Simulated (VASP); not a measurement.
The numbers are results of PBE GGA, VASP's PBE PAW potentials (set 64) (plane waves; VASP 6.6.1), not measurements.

Input for VASP

**POSCAR**
```
BeO
1
    2.7209530000     0.0000000000     0.0000000000
   -1.3604770000     2.3564150000     0.0000000000
    0.0000000000     0.0000000000     4.4193430000
Be O
2 2
Direct
  0.3333330000   0.6666670000   0.0001600000
  0.6666670000   0.3333330000   0.5001600000
  0.3333330000   0.6666670000   0.3773400000
  0.6666670000   0.3333330000   0.8773400000
```

**KPOINTS**
```
Automatic mesh
0
Gamma
7 7 4
0 0 0
```

INCAR:
```
# general
SYSTEM  =  BeO
PREC    =  Accurate
ENCUT   =  160
LREAL   =  F
LASPH   =  T

# electronic loop
EDIFF   =  1E-6
NELM    =  100
ALGO    =  Normal

# smearing
ISMEAR  =  0
SIGMA   =  0.01

# functional
GGA     =  PE

# ions
ISIF    =  2

# output
LWAVE   =  F
LCHARG  =  F
```

POTCAR, in this order: Be O (PBE.64 set). Program: vasp_std.

Output

File OSZICAR:
```
       N       E                     dE             d eps       ncg     rms          rms(c)
DAV:   1    -0.485593211138E+01   -0.48559E+01   -0.43760E+03   700   0.493E+02
DAV:   2    -0.302734168499E+02   -0.25417E+02   -0.24833E+02   744   0.126E+02
DAV:   3    -0.306843751921E+02   -0.41096E+00   -0.41073E+00   732   0.146E+01
DAV:   4    -0.306856043422E+02   -0.12292E-02   -0.12290E-02   688   0.780E-01
DAV:   5    -0.306856135234E+02   -0.91812E-05   -0.91810E-05   720   0.510E-02    0.164E+01
DAV:   6    -0.287116839866E+02    0.19739E+01   -0.30968E+00   688   0.137E+01    0.838E+00
DAV:   7    -0.285869001574E+02    0.12478E+00   -0.24358E-01   648   0.388E+00    0.279E+00
DAV:   8    -0.286101272720E+02   -0.23227E-01   -0.15500E-02   596   0.119E+00    0.188E-01
DAV:   9    -0.286092322548E+02    0.89502E-03   -0.61628E-03   704   0.596E-01    0.827E-02
DAV:  10    -0.286088578564E+02    0.37440E-03   -0.31798E-04   644   0.139E-01    0.102E-02
DAV:  11    -0.286088548452E+02    0.30112E-05   -0.19562E-05   712   0.348E-02    0.453E-03
DAV:  12    -0.286088509378E+02    0.39074E-05   -0.22820E-06   536   0.116E-02    0.102E-03
DAV:  13    -0.286088524036E+02   -0.14658E-05   -0.10515E-07   384   0.279E-03    0.205E-04
DAV:  14    -0.286088523713E+02    0.32273E-07   -0.11299E-08   328   0.830E-04
   1 F= -.28608852E+02 E0= -.28608852E+02  d E =-.351452E-30
```

**OUTCAR**
```
------------------------ aborting loop because EDIFF is reached ----------------------------------------
  FORCE on cell =-STRESS in cart. coord.  units (eV):
  Direction    XX          YY          ZZ          XY          YZ          ZX
  --------------------------------------------------------------------------------------
  Total      -62.3895914    -62.3896221    -61.6700774      0.0000132      0.0000000      0.0000000
  in kB    -3527.7044694  -3527.7062045  -3487.0208770      0.0007485      0.0000000      0.0000000
  external PRESSURE =   -3514.1438503 kB  Pullay stress =       0.0000000 kB
  volume of cell :       28.34
      direct lattice vectors                 reciprocal lattice vectors
     2.720953000  0.000000000  0.000000000     0.367518292  0.212186811  0.000000000
    -1.360477000  2.356415000  0.000000000     0.000000000  0.424373466  0.000000000
     0.000000000  0.000000000  4.419343000     0.000000000  0.000000000  0.226277978
 POSITION                                       TOTAL-FORCE (eV/Angst)
 -----------------------------------------------------------------------------------
     -0.00000      1.57094      0.00071         0.000000      0.000000     -0.050825
      1.36048      0.78547      2.21038         0.000000      0.000000     -0.050825
     -0.00000      1.57094      1.66759         0.000000      0.000000      0.050825
      1.36048      0.78547      3.87727        -0.000000      0.000000      0.050825
 -----------------------------------------------------------------------------------
    total drift:                               -0.001206      0.000685      0.001704
  FREE ENERGIE OF THE ION-ELECTRON SYSTEM (eV)
  ---------------------------------------------------
  free  energy   TOTEN  =       -28.6088523713 eV

  energy  without entropy=      -28.6088523713  energy(sigma->0) =      -28.60885237
```
(Selected blocks of OUTCAR.)

At this cut-off the stress carries a Pulay error, which pulls relaxed volumes low.

The structure comes from a computed database's BeO entry; how it stands against other phases isn't given here. The cell was not relaxed at this level. The run is one of a series of settings (ENCUT = 160 against the base run), some of them coarse on purpose.
